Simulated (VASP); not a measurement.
# PbO (Litharge) (P4/nmm) in VASP: notebook

One crystal, PbO (Litharge), is run at these levels: LDA; tasks: single point.

Program: VASP 6.6.1. These are calculated values, not measurements. Logs are shortened: lines on timing, memory, paths and dates and some standing lists are left out, and cuts for length are marked.

## Step 1: Starting point

It takes space group P4/nmm (No. 129, tetragonal). The conventional cell has a = 3.990 Å, b = 3.990 Å, c = 5.010 Å, α = 90.00°, β = 90.00°, γ = 90.00°. Pb (site symmetry 4mm) is surrounded by 4 O at 2.33 Å. O (site symmetry -4m2) has 4 Pb at 2.33 Å as nearest neighbours.

## Step 2: Single point, LDA

File INCAR:

```
SYSTEM = PbO
PREC = Accurate ; ENCUT = 400
EDIFF = 1E-7 ; ISMEAR = -5
SIGMA = 0.05 ; LREAL = .False.
LASPH = .True. ; NELM = 100
ALGO = Normal ; ISIF = 2
LWAVE = .False. ; LCHARG = .False.
ADDGRID = .False.
```

File KPOINTS:

```
regular mesh
0
Gamma
  8 8 7
  0 0 0
```

File POSCAR:

```
PbO
1.0
    3.9900000000      0.0000000000      0.0000000000
    0.0000000000      3.9900000000      0.0000000000
    0.0000000000      0.0000000000      5.0100000000
Pb O
2 2
Direct
    0.5000000000      0.0000000000      0.7600000000
    0.0000000000      0.5000000000      0.2400000000
    0.5000000000      0.5000000000      0.0000000000
    0.0000000000      0.0000000000      0.0000000000
```

Potentials or basis: VASP PAW LDA potentials, release 64 (Pb_d, O).

On the command line:

```console
$ cat potpaw_LDA.64/Pb_d/POTCAR potpaw_LDA.64/O/POTCAR > POTCAR
$ mpirun -np 1 vasp_std > vasp.out
```

OUTCAR:

```text
SYSTEM = PbO
   PREC = Accurate
   ENCUT = 400
   EDIFF = 1E-7
   ISMEAR = -5
   LREAL = .False.
   LASPH = .True.
   NELM = 100
   ISIF = 2

 Found     60 irreducible k-points:

 Following reciprocal coordinates:
            Coordinates               Weight
  0.000000  0.000000  0.000000      1.000000
  0.125000  0.000000  0.000000      4.000000
  0.250000  0.000000  0.000000      4.000000
  0.375000  0.000000  0.000000      4.000000
  0.500000  0.000000  0.000000      2.000000
  0.125000  0.125000  0.000000      4.000000
   k-points           NKPTS =     60   k-points in BZ     NKDIM =     60   number of bands    NBANDS=     24
   number of dos      NEDOS =    301   number of ions     NIONS =      4
   total plane-waves  NPLWV =  28224
   dimension x,y,z NGX =    28 NGY =   28 NGZ =   36
   dimension x,y,z NGXF=    56 NGYF=   56 NGZF=   72
   ions per type =               2   2
   NGX,Y,Z   is equivalent  to a cutoff of  11.67, 11.67, 11.95 a.u.
   NGXF,Y,Z  is equivalent  to a cutoff of  23.33, 23.33, 23.89 a.u.
 SYSTEM =  PbO
   PREC   = accura    normal or accurate (medium, high low for compatibility)
   ISTART =      0    job   : 0-new  1-cont  2-samecut
   ICHARG =      2    charge: 1-file 2-atom 10-const
   ISPIN  =      1    spin polarized calculation?
   LNONCOLLINEAR =      F non collinear calculations
   LSORBIT =      F    spin-orbit coupling
   LASPH  =      T    aspherical Exc in radial PAW
   ENCUT  =  400.0 eV  29.40 Ry    5.42 a.u.   6.51  6.51  8.17*2*pi/ulx,y,z
   NELM   =    100;   NELMIN=  2; NELMDL= -5     # of ELM steps
   EDIFF  = 0.1E-06   stopping-criterion for ELM
   LREAL  =      F    real-space projection
   EDIFFG = 0.1E-05   stopping-criterion for IOM
   NSW    =      0    number of steps for IOM
   IBRION =     -1    ionic relax: 0-MD 1-quasi-New 2-CG
[... 8 lines left out ...]
   EMIN   =  10.00;   EMAX   =-10.00  energy-range for DOS
   EFERMI =   0.00;   METHOD = LEGACY
   ISMEAR =    -5;   SIGMA  =   0.05  broadening in eV -4-tet -1-fermi 0-gaus
   EFERMI_NEDOS =   21; number of points for ismear=-14 and -15
   IALGO  =     38    algorithm
   IMIX   =      4    mixing-type and parameters
     AMIX     =   0.40;   BMIX     =  1.00
     AMIX_MAG =   1.60;   BMIX_MAG =  1.00
  volume/ion in A,a.u.               =      19.94       134.56
  Fermi-wavevector in a.u.,A,eV,Ry     =   1.300670  2.457909 23.017539  1.691741
  Thomas-Fermi vector in A             =   2.431853
   LORBIT       =      0    0 simple, 1 ext, 2 COOP (PROOUT), +10 PAW based schemes
   GGA     = CA    functional components
   LHFCALC =     F    Hartree Fock is set to
   AEXX    =    0.0000 exact exchange contribution
   IVDW    =     0    specifies the selected vdW correction
   LEPSILON=     F    determine dielectric tensor
   LRPA    =     F    only Hartree local field effects (RPA)
 non-spin polarized calculation
 Fermi weights with tetrahedron method with Bloechl corrections
  energy-cutoff  :      400.00
  volume of cell :       79.76
 maximum number of plane-waves:      1469
 NGX is ok and might be reduce to    28
   NGX = 13   NGY = 13   NGZ = 17

 number of electron      40.0000035 magnetization

 Free energy of the ion-electron system (eV)
  ---------------------------------------------------
  ext. energy  EPLUGINS =         0.00000000
  ---------------------------------------------------
  free energy    TOTEN  =       -24.40687673 eV

  energy without entropy =      -24.40687673  energy(sigma->0) =      -24.40687673

 E-fermi :   4.8119     XC(G=0): -10.2900

 val. band max:        4.7454089791   @ k =   0.1250   0.0000   0.0000
 cond. band min:       5.8408993006   @ k =   0.5000   0.5000   0.0000
 fundamental gap:      1.0954903215
 Fermi energy:         4.8118819710

 k-point     1 :       0.0000    0.0000    0.0000
  band No.  band energies     occupation
      1     -13.2649      2.00000
      2     -12.7878      2.00000
      3     -11.1814      2.00000
      4     -11.1814      2.00000
      5     -11.1167      2.00000
      6     -11.1035      2.00000
      7     -11.0216      2.00000
      8     -10.9530      2.00000
      9     -10.9530      2.00000
     10     -10.9497      2.00000
     11     -10.9213      2.00000
     12      -9.4770      2.00000
     13      -2.4312      2.00000
     14      -1.9591      2.00000
     15       0.5312      2.00000
     16       0.5312      2.00000
     17       3.0874      2.00000
     18       3.1596      2.00000
     19       3.1596      2.00000
     20       4.7358      2.00000
     21       7.0932      0.00000
     22      10.1883      0.00000
     23      10.2429      0.00000
     24      10.2429      0.00000

 k-point     2 :       0.1250    0.0000    0.0000
  band No.  band energies     occupation
      1     -13.2330      2.00000
      2     -12.7967      2.00000
      3     -11.1735      2.00000
      4     -11.1730      2.00000
      5     -11.1053      2.00000
      6     -11.0946      2.00000
      7     -11.0258      2.00000
      8     -10.9649      2.00000
      9     -10.9577      2.00000
     10     -10.9285      2.00000
     11     -10.8985      2.00000
     12      -9.5204      2.00000
     13      -2.4991      2.00000
     14      -1.9490      2.00000
     15       0.5834      2.00000
     16       0.6269      2.00000
     17       2.7430      2.00000
     18       3.0510      2.00000
     19       3.1165      2.00000
     20       4.7454      2.00000
     21       7.5192      0.00000
     22       9.1798      0.00000
     23      10.3255      0.00000
     24      10.5923      0.00000

 k-point     3 :       0.2500    0.0000    0.0000
  band No.  band energies     occupation
      1     -13.1510      2.00000
      2     -12.8261      2.00000
      3     -11.1515      2.00000
      4     -11.1491      2.00000
      5     -11.0722      2.00000
      6     -11.0716      2.00000
      7     -11.0376      2.00000
      8     -10.9692      2.00000
      9     -10.9680      2.00000
     10     -10.9466      2.00000
     11     -10.7724      2.00000
     12      -9.6620      2.00000
     13      -2.6213      2.00000
     14      -1.9876      2.00000
     15       0.7740      2.00000
     16       0.8983      2.00000
     17       2.2909      2.00000
     18       2.7500      2.00000
     19       2.8557      2.00000
     20       4.5406      2.00000
     21       8.2225      0.00000
     22       8.2430      0.00000
     23      10.1774      0.00000
     24      10.5621      0.00000

 k-point     4 :       0.3750    0.0000    0.0000
  band No.  band energies     occupation
      1     -13.0511      2.00000
      2     -12.8800      2.00000
      3     -11.1201      2.00000
      4     -11.1168      2.00000
      5     -11.0660      2.00000
      6     -11.0574      2.00000
      7     -11.0252      2.00000
      8     -10.9800      2.00000
      9     -10.9675      2.00000
     10     -10.9669      2.00000
     11     -10.5465      2.00000
     12      -9.9122      2.00000
     13      -2.6360      2.00000
     14      -2.1824      2.00000
     15       1.1229      2.00000
     16       1.3095      2.00000
     17       2.0176      2.00000
     18       2.3077      2.00000
     19       2.6700      2.00000
     20       3.8783      2.00000
     21       7.9329      0.00000
     22       8.3199      0.00000
     23      10.5774      0.00000
     24      10.9176      0.00000

 k-point     5 :       0.5000    0.0000    0.0000
  band No.  band energies     occupation
      1     -12.9568      2.00000
      2     -12.9568      2.00000
      3     -11.0862      2.00000
      4     -11.0862      2.00000
      5     -11.0857      2.00000
      6     -11.0857      2.00000
      7     -10.9842      2.00000
      8     -10.9842      2.00000
      9     -10.9800      2.00000
     10     -10.9800      2.00000
     11     -10.2346      2.00000
     12     -10.2346      2.00000
     13      -2.4615      2.00000
     14      -2.4615      2.00000
     15       1.5873      2.00000
     16       1.5873      2.00000
     17       1.8027      2.00000
     18       1.8027      2.00000
     19       3.0934      2.00000
     20       3.0934      2.00000
     21       8.0649      0.00000
     22       8.0649      0.00000
     23      11.2699      0.00000
     24      11.2708      0.00000

 k-point     6 :       0.1250    0.1250    0.0000
  band No.  band energies     occupation
      1     -13.2035      2.00000
      2     -12.8051      2.00000
      3     -11.1785      2.00000
      4     -11.1504      2.00000
      5     -11.0950      2.00000
      6     -11.0879      2.00000
      7     -11.0277      2.00000
      8     -10.9696      2.00000
      9     -10.9484      2.00000
     10     -10.9350      2.00000
     11     -10.8666      2.00000
     12      -9.5580      2.00000
     13      -2.5800      2.00000
     14      -1.9580      2.00000
     15       0.4999      2.00000
     16       0.8805      2.00000
     17       2.5117      2.00000
     18       2.6898      2.00000
     19       3.3567      2.00000
     20       4.7228      2.00000
     21       7.8394      0.00000
     22       9.1769      0.00000
     23       9.4369      0.00000
     24      10.2487      0.00000

 [... further k-points ...]
[... 5 lines left out ...]
  --------------------------------------------------------------------------------------
  -------------------------------------------------------------------------------------
  Total       -2.9429872     -2.9429872     -2.8807745      0.0000000      0.0000000      0.0000000
  in kB      -59.1174155    -59.1174155    -57.8677154      0.0000000      0.0000000      0.0000000
  external PRESSURE =     -58.7008488 kB  Pullay stress =       0.0000000 kB

 VOLUME and BASIS-vectors are now :
 -----------------------------------------------------------------------------
  energy-cutoff  :      400.00
  volume of cell :       79.76
      direct lattice vectors                 reciprocal lattice vectors
     3.990000000  0.000000000  0.000000000     0.250626566  0.000000000  0.000000000
     0.000000000  3.990000000  0.000000000     0.000000000  0.250626566  0.000000000
     0.000000000  0.000000000  5.010000000     0.000000000  0.000000000  0.199600798

 POSITION                                       TOTAL-FORCE (eV/Angst)
 -----------------------------------------------------------------------------------
      1.99500      0.00000      3.80760         0.000000     -0.000000      0.544064
      0.00000      1.99500      1.20240        -0.000000     -0.000000     -0.544064
      1.99500      1.99500      0.00000         0.000000     -0.000000      0.000000
      0.00000      0.00000      0.00000         0.000000      0.000000      0.000000
 -----------------------------------------------------------------------------------
    total drift:                                0.000000      0.000000     -0.000000

  FREE ENERGIE OF THE ION-ELECTRON SYSTEM (eV)
  ---------------------------------------------------
  free  energy   TOTEN  =       -24.4068767332 eV

  energy  without entropy=      -24.4068767332  energy(sigma->0) =      -24.40687673
```

Wall time 58 s (1 thread of Intel Xeon Platinum 8488C (Sapphire Rapids), shared host); peak memory 0.19 GiB.

These settings aren't checked as converged: the numbers below hold their error.

What came out:

```yaml
Free_energy: -24.4069 eV
Largest_force: 0.544 eV/Å
Band_gap_on_the_k_mesh: 1.10 eV, indirect (least direct gap 2.06 eV)
```

Caveat: the cutoff is under 1.25 times the usual one of these potentials, so pressure, stress and relaxed cells hold a basis-set (Pulay) error; spin-orbit coupling is left out, which as a rule narrows the gap of such compounds by several tenths of an eV; an odd mesh through Γ misses points on the zone boundary, where band edges often lie.

## Step 3: Single point, LDA

File INCAR:

```
SYSTEM = PbO
PREC = Low ; ENCUT = 500
EDIFF = 1E-7 ; ISMEAR = 0
SIGMA = 0.05 ; LREAL = .False.
LASPH = .True. ; NELM = 100
ALGO = Normal ; ISIF = 2
LWAVE = .False. ; LCHARG = .False.
ADDGRID = .False.
```

KPOINTS is that of step 2.

POSCAR is that of step 2.

Potentials or basis: VASP PAW LDA potentials, release 64 (Pb_d, O).

On the command line:

```console
$ cat potpaw_LDA.64/Pb_d/POTCAR potpaw_LDA.64/O/POTCAR > POTCAR
$ mpirun -np 1 vasp_std > vasp.out
```

It took 37 s on 1 thread of Intel Xeon Platinum 8488C (Sapphire Rapids), shared host; peak memory 0.18 GiB.

The run converged, but some of its settings lie outside the range that counts as converged, so its numbers aren't taken as properties of the crystal.

Results:

```yaml
Free_energy: -24.3743 eV
Pressure: -3.5 GPa
Largest_force: 0.519 eV/Å
Band_gap_on_the_k_mesh: 1.09 eV, indirect (least direct gap 2.06 eV)
```

Caveat: spin-orbit coupling is left out, which as a rule narrows the gap of such compounds by several tenths of an eV; an odd mesh through Γ misses points on the zone boundary, where band edges often lie.

(Part 1 of 2 ends here.)
